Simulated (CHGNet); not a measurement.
## Chalcopyrite CuInS2

Computed with the machine-learned potential CHGNet-r²SCAN (trained on r²SCAN data).

Cell (relaxed at this level):

CuInS2 has the tetragonal space group I-42d (No. 122), the chalcopyrite structure, Pearson symbol tI16. Conventional cell: a = 5.5320 Å, b = 5.5320 Å, c = 11.0807 Å, α = 90.00°, β = 90.00°, γ = 90.00°. In on 4b has 4 S at 2.489 Å (tetrahedral). Cu on 4a sees 4 S at 2.311 Å (tetrahedral). S on 8d has 2 Cu at 2.311 Å and 2 In at 2.489 Å (tetrahedral). (Neighbours: up to the widest gap in distance over summed covalent radii, below 1.35, at either atom; cation-cation and far metal-metal contacts left out.)
(The calculation used a cell of 8 atoms; values per cell refer to that cell.)

* **lattice constant a**: 5.532 Å
* **c axis length**: 11.081 Å

Measured, for comparison: lattice constant a 5.523 Å, lattice parameter c 11.133 Å (298 K, not corrected to a static lattice; as tabulated in Abstract on Scilit: Piezoelectric nonlinear optic CuGaS2 and CuInS2 crystal …). Computed (rounded) less measured: lattice constant a +0.2 %, lattice parameter c -0.5 %. A static lattice is as a rule a little smaller and stiffer than an uncorrected measurement, which narrows the difference in the lattice parameter c and would widen misses of the other sign.

A machine-learned potential is trained on density-functional data: it inherits that level's misses and adds fitting errors of its own.

Note: the model gives imaginary modes for this phase (in the spectrum interpolated from a supercell).
